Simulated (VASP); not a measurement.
Set up this calculation in VASP 6.6.1, as the native input.

```yaml
Task: band structure
Functional: HSE06
Potentials_or_basis: VASP PAW PBE potentials, release 64 (Ba_sv, O)
Cutoff: 520 eV
k_mesh: 6 × 6 × 6
Occupations: gaussian, width 0.02 eV
Spin: no spin polarisation
Grid_for_exact_exchange_PRECFOCK: Fast
Screening_parameter: 0.2 1/A
Further_INCAR_settings: ALGO = Normal; EDIFF = 1e-07; NBANDS = 15
```

The system is BaO.

```
Ba O
1.0
     0.00000    2.75000    2.75000
     2.75000    0.00000    2.75000
     2.75000    2.75000    0.00000
Ba O
1 1
Direct
  0.00000 0.00000 0.00000
  0.50000 0.50000 0.50000
```

These files were run (other wordings do the same):

POSCAR

```
BaO
1.0
    0.0000000000      2.7500000000      2.7500000000
    2.7500000000      0.0000000000      2.7500000000
    2.7500000000      2.7500000000      0.0000000000
Ba O
1 1
Direct
    0.0000000000      0.0000000000      0.0000000000
    0.5000000000      0.5000000000      0.5000000000
```

INCAR.step1

```
SYSTEM = BaO
PREC = Accurate
ENCUT = 520
EDIFF = 1E-5
ISMEAR = 0
SIGMA = 0.02
LREAL = .FALSE.
LASPH = .TRUE.
NELM = 80
ALGO = Normal
ISIF = 2
LWAVE = .TRUE.
LCHARG = .FALSE.
NBANDS = 15
GGA = PE
```

INCAR.step2

```
SYSTEM = BaO
PREC = Accurate
ENCUT = 520
EDIFF = 1E-7
ISMEAR = 0
SIGMA = 0.02
LREAL = .FALSE.
LASPH = .TRUE.
NELM = 80
ALGO = Normal
ISIF = 2
LWAVE = .FALSE.
LCHARG = .FALSE.
GGA = PE
LHFCALC = .TRUE.
HFSCREEN = 0.2
PRECFOCK = Fast
NBANDS = 15
ISTART = 1
```

KPOINTS

```
Automatic mesh
0
G
  6 6 6
  0 0 0
```

KPOINTS_OPT

```
path GXWKGLUWLK,UX
10
line-mode
reciprocal
 0.0000000000  0.0000000000  0.0000000000  G
 0.5000000000  0.0000000000  0.5000000000  X

 0.5000000000  0.0000000000  0.5000000000  X
 0.5000000000  0.2500000000  0.7500000000  W

 0.5000000000  0.2500000000  0.7500000000  W
 0.3750000000  0.3750000000  0.7500000000  K

 0.3750000000  0.3750000000  0.7500000000  K
 0.0000000000  0.0000000000  0.0000000000  G

 0.0000000000  0.0000000000  0.0000000000  G
 0.5000000000  0.5000000000  0.5000000000  L

 0.5000000000  0.5000000000  0.5000000000  L
 0.6250000000  0.2500000000  0.6250000000  U

 0.6250000000  0.2500000000  0.6250000000  U
 0.5000000000  0.2500000000  0.7500000000  W

 0.5000000000  0.2500000000  0.7500000000  W
 0.5000000000  0.5000000000  0.5000000000  L

 0.5000000000  0.5000000000  0.5000000000  L
 0.3750000000  0.3750000000  0.7500000000  K

 0.6250000000  0.2500000000  0.6250000000  U
 0.5000000000  0.0000000000  0.5000000000  X
```

Potentials or basis: VASP PAW PBE potentials, release 64 (Ba_sv, O).

The run is started by

```console
$ cat potpaw_PBE.64/Ba_sv/POTCAR potpaw_PBE.64/O/POTCAR > POTCAR
$ cp INCAR.step1 INCAR
$ mpirun -np 1 vasp_std > vasp.out
$ cp INCAR.step2 INCAR
$ mpirun -np 1 vasp_std > vasp.out
```

It gave:

```
Pressure                : 3.1 GPa
Band gap on the k mesh  : 3.19 eV, direct
Band gap along the path : 3.19 eV, direct
```

Caveat: the PAW data sets were made with another functional, which shifts forces and pressure a little; spin-orbit coupling is left out, which moves the levels of the heavy elements.

Run time: 62 min on 1 thread of Intel(R) Xeon(R) 6975P-C (Granite Rapids), with other jobs on the host, peak memory 0.35 GiB.
